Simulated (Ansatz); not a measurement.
# Si2Ni (Fm-3m) in Ansatz: further runs

The runs below take Si2Ni through single point, equation of state, with r2SCAN+D4+U, RPBE+D3(BJ)+U.

Everything below comes from runs of Ansatz 0.2.0. Logs are shortened: lines on timing, memory, paths and dates and some standing lists are left out, and cuts for length are marked.

### Step 1. Starting point

Symmetry: Fm-3m, No. 225, cubic system. The conventional cell has a = 5.406 Å, b = 5.406 Å, c = 5.406 Å, α = 90.00°, β = 90.00°, γ = 90.00°. Ni (site symmetry m-3m) has 8 Si at 2.34 Å as nearest neighbours. Si (site symmetry -43m) is surrounded by 4 Ni at 2.34 Å.

### Step 2. Single point, r2SCAN+D4+U, collinear spin, ferromagnetic start

input.yaml reads:

```yaml
crystal:
  lattice:
    - [0.0, 2.703, 2.703]
    - [2.703, 0.0, 2.703]
    - [2.703, 2.703, 0.0]
  atoms:
    - { symbol: Ni, spin: 1.0, position_ang: [0.0, 0.0, 0.0] }
    - { symbol: Si, position_ang: [4.0545, 4.0545, 4.0545] }
    - { symbol: Si, position_ang: [1.3515, 1.3515, 1.3515] }
hamiltonian:
  xc: r2scan
  pseudopotentials: { kind: paw }
  dispersion: d4
  hubbard: { sites: [{ species: Ni, l: d, u_eff: 6.0 }] }
magnetization:
  spin_polarized: true
kpoints:
  mp_grid: { grid: [9, 9, 9] }
scf:
  occupations: { method: gaussian, width: 0.1 }
output:
  forces: true
  stress: true
  eigenvalues: true
basis:
  ecutrho_ratio: 9
```

Potentials or basis: Ansatz PAW.

On the command line:

```console
ansatz run input.yaml --threads 2 --pin off --max-ram 5120MiB --backend cpu --events-out ev --progress --plain --runs-dir out
```

Standard output:

```text
Warning: RAYON_NUM_THREADS=2 ignored (pool sized by the plan → 2); use --threads N
Ni: projections on atomic orbitals take those of the free atom [Ne] 3s2 3p6 3d8 4s2, of charge +0.00 (hamiltonian.pseudopotentials.projection_atoms); the dataset's partial waves leave at most 1.6e-6 of an orbital's norm unspanned inside its sphere
Si: projections on atomic orbitals take those of the free atom [Ne] 3s2 3p2, of charge +0.00 (hamiltonian.pseudopotentials.projection_atoms); the dataset's partial waves leave at most 6.1e-8 of an orbital's norm unspanned inside its sphere
Engine: ansatz 0.2.0, aarch64-unknown-linux-gnu
Pseudopotentials: kind: paw
Pseudopotential: Ni, paw, valence charge 18, recommended cutoff 500 eV (meta_gga), Ni.paw.azcp
Pseudopotential: Si, paw, valence charge 4, recommended cutoff 500 eV (meta_gga), Si.paw.azcp
Functional definition: r2SCAN
  parameter k0 = 0.174
  parameter k1 = 0.065
  parameter a1 = 4.9479
  exchange = r2scan_x(k0 = k0, k1 = k1, a1 = a1)
  correlation = r2scan_c
Crystal: 3 atoms, lattice volume = 39.497 Å³
Basis set: ecut = 500 eV, 965 PW (Γ), exchange–correlation on 180×180×180 points (64 copies of the dense FFT grid, shifted against one another)
Bands: 18, of which v1, the nominal top of the filled ones, is band 13 counted from 1 (12 counted from 0)
Symmetry: 48 space group operations
Space group: Fm-3m (ITA 225), of the structure as read, at distance tolerance 3.4e-5 Å
Magnetic group: BNS 225.116 (UNI 1618), of the structure as read, at distance tolerance 3.4e-5 Å
k-points: 35 of 729
Non-local potential: Ni, projectors of the file, l = 0: 3, l = 1: 2, l = 2: 3, l = 3: 1
Non-local potential: Si, projectors of the file, l = 0: 2, l = 1: 2, l = 2: 2
PAW form: soft (Blöchl's): semilocal exchange-correlation on the pseudo side does not see the compensation charge
PAW frozen core: Ni, regenerated for the run's functional (the file was generated under x = pbe(κ = 0.804, μ = 0.2195149727645171), c = pbe(β = 0.06672455060314922))
PAW frozen core: Si, regenerated for the run's functional (the file was generated under x = pbe(κ = 0.804, μ = 0.2195149727645171), c = pbe(β = 0.06672455060314922))
PAW one-centre angular grid: Ni, 590 points (default); XC on 160 Gauss nodes
PAW one-centre angular grid: Si, 302 points (default); XC on 160 Gauss nodes
Initial density: superposition of atomic densities (chi_scale 0.1, normalization cell)
Starting moments: Σ|m| = 1 μB on 1 of 3 sites
Initial wavefunctions: pseudopotential atomic-orbital guess
Functional: x = r2scan, c = r2scan; τ floored in thin density (d = 2e-4 eV/Å³)
SCF iter   1: F=—  HF=-7122.983299 eV  |F-HF|=—  |Δ(HF+E_count)|=         —  Δρ=1.28e-1 (↑3.43e-2 ↓1.28e-1)  dr2=9.78e0  dr2_τ=4.16e-2  dr2_m=9.33e-1  M=0.162 μB ∫|m|=0.317 μB  β_m=0.30  ethr=3.10e-3  ⟨swp⟩=5.7  Hψ=6214  notcnv=0
preconditioner: auto → Kerker (q_TF=auto, 2.545 Å⁻¹)  [metal: Δε(μ)=0.057 eV  Ē_g=11.075 eV  σ=0.100 eV  W_gap=0.31  n_scr=14 (ndim 8)  ℏωp=25.1 eV  f_vac=0.000  D(μ)=0.60/eV (n_scr^D=0)]
spin=Collinear: Kerker preconditioning applied to the charge; magnetization (m = ρ↑ − ρ↓) channel mixes plain (no charge-response kernel on spin).
SCF iter   2: F=—  HF=-7122.187343 eV  |F-HF|=—  |Δ(HF+E_count)|=   7.96e-1  Δρ=3.90e-2 (↑3.50e-2 ↓3.90e-2)  dr2=1.31e0  dr2_τ=4.75e-3  dr2_m=3.08e-1  M=0.249 μB ∫|m|=0.393 μB  β_m=0.30  ethr=3.10e-3  ⟨swp⟩=3.0  Hψ=3253  notcnv=0  defer=56  κ⁻¹=1.0e0(r=1)
[... 35 lines left out ...]
this state was not tested for a lower state beside it, because the mixer in use, unlike msr1, does not test its closes by its own steps (another_mixer; see scf.mixing.algorithm and scf.lower_state_search)
SCF converged after 26 iterations
Magnetization: -0.0000 μB (13.0000 up, 13.0000 down)
Absolute magnetization: 0.0000 μB (∫|ρ↑−ρ↓|, with the PAW one-centre terms)
Spin contamination: 0.0000 ħ² per cell (⟨S²⟩ above its minimum at these occupations)
Per-site moments (μB) at R_I (Å): [(-2.0423055618494776e-6, 0.9656074999021016), (-1.5644773403606e-6, 0.9656074999021016), (-1.5644773403405153e-6, 0.9656074999021018)]
Free energy (F): -7122.147270 eV
Harris-Foulkes:  -7122.147270 eV  (|F-HF|=5.91e-11)
Internal energy: -7122.141727 eV  (E = F + TS)
E sigma→0 (E₀):  -7122.144498 eV
Entropy (-TS):   -0.005543 eV (-1.848 meV/atom)
Fermi energy:    13.125356 eV
--- Per-component energies (eV) ---
  E_band       = -369.454656
  E_kinetic    = 372.901729
  E_local      = -4945.981946  (includes V_loc(G=0)·N_el)
  E_nonlocal   = 690.921527
  E_hartree    = 2157.694952
  E_xc         = -185.145427
  E_vxc        = -222.711680  (∫ρ·V_xc dr)
  E_hubbard    = 2.623432  (on-site DFT+U / exact-exchange correction)
  E_vhub       = -21.792845  (the Hubbard potential's part of the band-sum identity)
  E_paw        = -2686.372787  (= ΣΔE_a)
  E_vpaw       = -571.765865  (= ΣTr[D̂ρ^β])
  E_aug_tail   = 0.000021  (compensation charges beyond the density's cutoff)
  E_vtau       = 13.584332  (kinetic-family band-sum trace: ∫τ·v_τ [+ j·A + Jᵃ·Aᵃ] dr)
  E_ewald      = -2527.848854
  E_disp       = -0.481441  (pairwise vdW)
  E_core_change = -0.452935  (= ΣΔE_core)
  E_smearing   = -0.005543  (= −TS)
  E_closure    = 0.000000  (closes the sum)
  Σ components = -7122.147270   (vs F -7122.147270, Δ=0.00e0)
--- Forces (eV/Å), atoms counted from 1 ---
  atom   1  Ni    -0.00000000    -0.00000000    -0.00000000
  atom   2  Si     0.00000000    -0.00000000    -0.00000000
  atom   3  Si     0.00000000     0.00000000    -0.00000000
  max |Σ_I F_I| component: 9.25e-18 eV/Å
--- Stress (GPa, compression-positive) ---
       -3.254704       0.000000      -0.000000
        0.000000      -3.254704      -0.000000
        0.000000       0.000000      -3.254704
  P = ⅓ Tr σ = -3.2547 GPa (-32.547 kbar)
--- Band table (eV; the first three rows and the last of 70) ---
  k-point 0 ↑: bands = ["-93.5361", "-52.5041", "-52.5041", "-52.5041", "-1.3698", "7.0125", "7.0125", "7.0125", "8.0693", "8.0693", "13.2006", "14.8444", "14.8444", "14.8444", "15.6822", "15.6822", "15.6822", "18.2543"]
  k-point 1 ↑: bands = ["-93.5361", "-52.5043", "-52.5041", "-52.5041", "-1.1772", "6.7153", "7.0729", "7.0729", "8.0516", "8.0516", "12.3867", "14.0244", "14.1174", "14.1174", "16.3332", "16.3332", "17.4040", "17.7032"]
  k-point 2 ↑: bands = ["-93.5361", "-52.5047", "-52.5042", "-52.5042", "-0.6070", "5.8810", "7.2025", "7.2025", "8.0597", "8.0597", "10.5526", "13.1799", "13.1799", "14.4627", "15.9212", "15.9212", "17.1715", "18.6051"]
  k-point 34 ↓: bands = ["-93.5361", "-52.5051", "-52.5050", "-52.5046", "3.1608", "3.9185", "5.8371", "6.0806", "8.3656", "8.3963", "8.7235", "8.8326", "9.7149", "15.0107", "15.9034", "17.9225", "19.6780", "21.7550"]
Occupation matrices written to <dir>
```

Run time: 31 s. Hardware: 2 threads of Arm Neoverse N1, shared host; peak memory 0.84 GiB.

What came out:

- Free energy: -7122.1473 eV
- Pressure: -3.3 GPa
- Band gap on the k mesh: none (metal or under the smearing width)
- Net moment: 0.00 μB per cell
- Absolute moment: 0.00 μB per cell

Eigenvalues of the final occupation matrices:
```csv
site,spin,trace,eigenvalues
site 1,1,4.51,0.87 0.87 0.87 0.95 0.95
site 1,2,4.51,0.87 0.87 0.87 0.95 0.95
```

Caveat: the magnetic or orbital state may not be the lowest; pairwise dispersion overbinds metals, which lowers pressure and volume; the PAW data sets come from PBE, with cores solved anew for the run's functional, which leaves a small shift of forces and pressure; the U is typed as a test and isn't derived for this compound; the starting moments weren't kept. The state reached can hang on the start; a lower one may exist.

### Step 3. Single point, RPBE+D3(BJ)+U, collinear spin, ferromagnetic start, 12.38 Å³/atom (volume scaled by 0.94)

input.yaml reads:

```yaml
crystal:
  lattice:
    - [0.0, 2.6478212519, 2.6478212519]
    - [2.6478212519, 0.0, 2.6478212519]
    - [2.6478212519, 2.6478212519, 0.0]
  atoms:
    - { symbol: Ni, position: [0.0, 0.0, 0.0], spin: 1.0 }
    - { symbol: Si, position: [0.75, 0.75, 0.75] }
    - { symbol: Si, position: [0.25, 0.25, 0.25] }
hamiltonian:
  xc: rpbe
  pseudopotentials: { kind: paw }
  dispersion: d3bj
  hubbard:
    sites: [{ species: Ni, l: d, u_eff: 7.0 }]
    projectors: atomic
    double_counting: amf
magnetization:
  spin_polarized: true
kpoints:
  mp_grid: { grid: [9, 9, 9] }
scf:
  occupations: { method: fermi_dirac, width: 0.15 }
output:
  forces: true
  stress: true
  eigenvalues: true
```

Potentials or basis: Ansatz PAW.

On the command line:

```console
ansatz run input.yaml --threads 2 --pin off --max-ram 5120MiB --backend cpu --events-out ev --progress --plain --runs-dir out
```

Wall time 5.7 s (2 threads of Arm Neoverse N1, shared host); peak memory 0.35 GiB.

It converged, with:

```
Free energy            : -7129.6936 eV
Pressure               : -9.8 GPa
Band gap on the k mesh : none (metal or under the smearing width)
Net moment             : 0.00 μB per cell
Absolute moment        : 0.00 μB per cell
```

Caveat: the magnetic or orbital state may not be the lowest; pairwise dispersion overbinds metals, which lowers pressure and volume; the PAW data sets come from PBE, with cores solved anew for the run's functional, which leaves a small shift of forces and pressure; the U is typed as a test and isn't derived for this compound; the starting moments weren't kept.

### Step 4. Single point, RPBE+D3(BJ)+U, collinear spin, ferromagnetic start, 12.64 Å³/atom (volume scaled by 0.96)

input.yaml: that of step 3 with these lines changed.

```diff
@@ -2,5 +2,5 @@
   lattice:
-    - [0.0, 2.6478212519, 2.6478212519]
-    - [2.6478212519, 0.0, 2.6478212519]
-    - [2.6478212519, 2.6478212519, 0.0]
+    - [0.0, 2.6664684948, 2.6664684948]
+    - [2.6664684948, 0.0, 2.6664684948]
+    - [2.6664684948, 2.6664684948, 0.0]
   atoms:
```

On the command line:

```console
ansatz run input.yaml --threads 2 --pin off --max-ram 5120MiB --backend cpu --events-out ev --progress --plain --runs-dir out
```

Wall time 6.2 s (2 threads of Arm Neoverse N1, shared host); peak memory 0.35 GiB.

It converged, with:

* Free energy: -7129.6373 eV
* Pressure: -13.0 GPa
* Band gap on the k mesh: none (metal or under the smearing width)
* Net moment: 0.00 μB per cell
* Absolute moment: 0.00 μB per cell

Caveat: the magnetic or orbital state may not be the lowest; pairwise dispersion overbinds metals, which lowers pressure and volume; the PAW data sets come from PBE, with cores solved anew for the run's functional, which leaves a small shift of forces and pressure; the U is typed as a test and isn't derived for this compound; the starting moments weren't kept.

### Step 5. Single point, RPBE+D3(BJ)+U, collinear spin, ferromagnetic start, 12.90 Å³/atom (volume scaled by 0.98)

input.yaml: that of step 4 with these lines changed.

```diff
@@ -2,5 +2,5 @@
   lattice:
-    - [0.0, 2.6664684948, 2.6664684948]
-    - [2.6664684948, 0.0, 2.6664684948]
-    - [2.6664684948, 2.6664684948, 0.0]
+    - [0.0, 2.6848585138, 2.6848585138]
+    - [2.6848585138, 0.0, 2.6848585138]
+    - [2.6848585138, 2.6848585138, 0.0]
   atoms:
```

On the command line:

```console
ansatz run input.yaml --threads 2 --pin off --max-ram 5120MiB --backend cpu --events-out ev --progress --plain --runs-dir out
```

Wall time 5.7 s (2 threads of Arm Neoverse N1, shared host); peak memory 0.35 GiB.

Results (log left out):

| Property | Result |
| --- | --- |
| Free energy | -7129.5664 eV |
| Pressure | -15.7 GPa |
| Band gap on the k mesh | none (metal or under the smearing width) |
| Net moment | 0.00 μB per cell |
| Absolute moment | 0.00 μB per cell |

Caveat: the magnetic or orbital state may not be the lowest; pairwise dispersion overbinds metals, which lowers pressure and volume; the PAW data sets come from PBE, with cores solved anew for the run's functional, which leaves a small shift of forces and pressure; the U is typed as a test and isn't derived for this compound; the starting moments weren't kept.

### Step 6. Single point, RPBE+D3(BJ)+U, collinear spin, ferromagnetic start, 13.17 Å³/atom

input.yaml: that of step 5 with these lines changed.

```diff
@@ -2,5 +2,5 @@
   lattice:
-    - [0.0, 2.6848585138, 2.6848585138]
-    - [2.6848585138, 0.0, 2.6848585138]
-    - [2.6848585138, 2.6848585138, 0.0]
+    - [0.0, 2.703, 2.703]
+    - [2.703, 0.0, 2.703]
+    - [2.703, 2.703, 0.0]
   atoms:
```

Potentials or basis: Ansatz PAW.

On the command line:

```console
ansatz run input.yaml --threads 2 --pin off --max-ram 5120MiB --backend cpu --events-out ev --progress --plain --runs-dir out
```

It took 5.8 s on 2 threads of Arm Neoverse N1, shared host; peak memory 0.36 GiB.

It converged, with:

```
Free energy            : -7129.4828 eV
Pressure               : -18.1 GPa
Band gap on the k mesh : none (metal or under the smearing width)
Net moment             : 0.00 μB per cell
Absolute moment        : 0.00 μB per cell
```

Caveat: the magnetic or orbital state may not be the lowest; pairwise dispersion overbinds metals, which lowers pressure and volume; the PAW data sets come from PBE, with cores solved anew for the run's functional, which leaves a small shift of forces and pressure; the U is typed as a test and isn't derived for this compound; the starting moments weren't kept.

### Step 7. Single point, RPBE+D3(BJ)+U, collinear spin, ferromagnetic start, 13.43 Å³/atom (volume scaled by 1.02)

input.yaml: that of step 6 with these lines changed.

```diff
@@ -2,5 +2,5 @@
   lattice:
-    - [0.0, 2.703, 2.703]
-    - [2.703, 0.0, 2.703]
-    - [2.703, 2.703, 0.0]
+    - [0.0, 2.7209011839, 2.7209011839]
+    - [2.7209011839, 0.0, 2.7209011839]
+    - [2.7209011839, 2.7209011839, 0.0]
   atoms:
```

On the command line:

```console
ansatz run input.yaml --threads 2 --pin off --max-ram 5120MiB --backend cpu --events-out ev --progress --plain --runs-dir out
```

It took 6 s on 2 threads of Arm Neoverse N1, shared host; peak memory 0.36 GiB.

Results (log left out):

```
Free energy            : -7129.3879 eV
Pressure               : -20.3 GPa
Band gap on the k mesh : none (metal or under the smearing width)
Net moment             : 0.00 μB per cell
Absolute moment        : 0.00 μB per cell
```

Caveat: the magnetic or orbital state may not be the lowest; pairwise dispersion overbinds metals, which lowers pressure and volume; the PAW data sets come from PBE, with cores solved anew for the run's functional, which leaves a small shift of forces and pressure; the U is typed as a test and isn't derived for this compound; the starting moments weren't kept.

### Step 8. Single point, RPBE+D3(BJ)+U, collinear spin, ferromagnetic start, 13.69 Å³/atom (volume scaled by 1.04)

input.yaml: that of step 7 with these lines changed.

```diff
@@ -2,5 +2,5 @@
   lattice:
-    - [0.0, 2.7209011839, 2.7209011839]
-    - [2.7209011839, 0.0, 2.7209011839]
-    - [2.7209011839, 2.7209011839, 0.0]
+    - [0.0, 2.7385698685, 2.7385698685]
+    - [2.7385698685, 0.0, 2.7385698685]
+    - [2.7385698685, 2.7385698685, 0.0]
   atoms:
```

On the command line:

```console
ansatz run input.yaml --threads 2 --pin off --max-ram 5120MiB --backend cpu --events-out ev --progress --plain --runs-dir out
```

Wall time 6 s (2 threads of Arm Neoverse N1, shared host); peak memory 0.36 GiB.

It converged, with:

- Free energy: -7129.2832 eV
- Pressure: -22.1 GPa
- Band gap on the k mesh: none (metal or under the smearing width)
- Net moment: 0.00 μB per cell
- Absolute moment: 0.00 μB per cell

Caveat: the magnetic or orbital state may not be the lowest; pairwise dispersion overbinds metals, which lowers pressure and volume; the PAW data sets come from PBE, with cores solved anew for the run's functional, which leaves a small shift of forces and pressure; the U is typed as a test and isn't derived for this compound; the starting moments weren't kept.

### Step 9. Single point, RPBE+D3(BJ)+U, collinear spin, ferromagnetic start, 13.96 Å³/atom (volume scaled by 1.06)

input.yaml: that of step 8 with these lines changed.

```diff
@@ -2,5 +2,5 @@
   lattice:
-    - [0.0, 2.7385698685, 2.7385698685]
-    - [2.7385698685, 0.0, 2.7385698685]
-    - [2.7385698685, 2.7385698685, 0.0]
+    - [0.0, 2.756013459, 2.756013459]
+    - [2.756013459, 0.0, 2.756013459]
+    - [2.756013459, 2.756013459, 0.0]
   atoms:
```

Potentials or basis: Ansatz PAW.

On the command line:

```console
ansatz run input.yaml --threads 2 --pin off --max-ram 5120MiB --backend cpu --events-out ev --progress --plain --runs-dir out
```

It took 6.5 s on 2 threads of Arm Neoverse N1, shared host; peak memory 0.36 GiB.

The run converged. Its results:

```
Free energy            : -7129.1699 eV
Pressure               : -23.8 GPa
Band gap on the k mesh : none (metal or under the smearing width)
Net moment             : 0.00 μB per cell
Absolute moment        : 0.00 μB per cell
```

Caveat: the magnetic or orbital state may not be the lowest; pairwise dispersion overbinds metals, which lowers pressure and volume; the PAW data sets come from PBE, with cores solved anew for the run's functional, which leaves a small shift of forces and pressure; the U is typed as a test and isn't derived for this compound; the starting moments weren't kept.

### Step 10. Equation of state, RPBE+D3(BJ)+U, collinear spin, ferromagnetic start

No new run: the results of the series are fitted here.

What came out:

| Item | Value |
| --- | --- |
| Equilibrium volume | 11.72 Å³/atom (rough: see the caveat) |
| Bulk modulus | 204 GPa (rough) |

Energy against volume, from the lowest point:
| volume (Å³/atom) | energy (meV/atom) |
| --- | --- |
| 12.376 | 0.00 |
| 12.639 | 18.80 |
| 12.902 | 42.42 |
| 13.166 | 70.29 |
| 13.429 | 101.91 |
| 13.692 | 136.81 |
| 13.956 | 174.59 |

Caveat: the potentials were made for another functional, which shifts forces and pressure; the magnetic or orbital state may not be the lowest; the minimum lies outside the volumes run; the U is typed as a test and isn't derived for this compound. The state reached can hang on the start; a lower one may exist.
